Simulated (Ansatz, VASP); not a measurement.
MgS: VASP beside Ansatz

Contents of INCAR:

```
SYSTEM = MgS
ALGO = Normal ; EDIFF = 1E-7
ENCUT = 520 ; GGA = PS
ISIF = 2 ; ISMEAR = -1
LASPH = .True. ; LCHARG = .False.
LREAL = .False. ; LWAVE = .False.
NBANDS = 11 ; NELM = 100
PREC = Accurate ; SIGMA = 0.05
```

Contents of KPOINTS:

```
k-points
0
Gamma
  7 7 7
  0 0 0
```

The input POSCAR:

```
MgS
1.0
    0.0000000000      2.8331200468      2.8331200468
    2.8331200468      0.0000000000      2.8331200468
    2.8331200468      2.8331200468      0.0000000000
S Mg
1 1
Direct
    0.2500000000      0.2500000000      0.2500000000
    0.0000000000      0.0000000000      0.0000000000
```

File input.yaml:

```yaml
crystal:
  lattice:
    - [0.0, 2.8331200468, 2.8331200468]
    - [2.8331200468, 0.0, 2.8331200468]
    - [2.8331200468, 2.8331200468, 0.0]
  atoms:
    - { symbol: S, position: [0.25, 0.25, 0.25] }
    - { symbol: Mg, position: [0.0, 0.0, 0.0] }
hamiltonian:
  xc: pbesol
  pseudopotentials: { kind: paw }
kpoints:
  mp_grid: { grid: [7, 7, 7] }
  band_path:
    path:
      - [[0.0, 0.0, 0.0], [0.5, 0.0, 0.5], [0.5, 0.25, 0.75], [0.375, 0.375, 0.75], [0.0, 0.0, 0.0], [0.5, 0.5, 0.5], [0.625, 0.25, 0.625], [0.5, 0.25, 0.75], [0.5, 0.5, 0.5], [0.375, 0.375, 0.75]]
      - [[0.625, 0.25, 0.625], [0.5, 0.0, 0.5]]
    npoints: 14
scf:
  occupations: { method: fermi_dirac, width: 0.05 }
  n_extra_bands: 6
output:
  forces: true
  stress: true
  eigenvalues: true
  fatbands: false
```

The cell comes from a database or a generator and needn't be the stable form of this composition.

Alike in both runs: functional PBEsol; k mesh 7 × 7 × 7; occupations fermi-dirac, width 0.05 eV; no spin polarisation.

|  | VASP | Ansatz |
| --- | --- | --- |
| version | VASP 6.6.1 | Ansatz 0.2.0 |
| potentials or method | VASP PAW PBE potentials, release 64 (S, Mg) | Ansatz PAW |
| plane-wave cutoff (eV) | 520 | 420 |
| valence electrons in the cell | 8 | 16 |
| task | single point | band structure |

|  | VASP | Ansatz | Ansatz less VASP |
| --- | --- | --- | --- |
| gap on the k mesh at the Fermi level (eV) | 3.28 | 3.28 | -0.002 |
| least direct gap on the mesh (eV) | 3.28 | 3.28 | -0.002 |
| pressure (GPa) | -0.5 | -0.4 | +0.09 |

The two sets of potentials don't hold the same shells in valence.

Caveats: the PAW data sets were made with another functional, which shifts forces and pressure a little (VASP); the PAW data sets come from PBE, with cores solved anew for the run's functional, which leaves a small shift of forces and pressure (Ansatz). As with any semilocal functional, this PBEsol gap is likely too small.
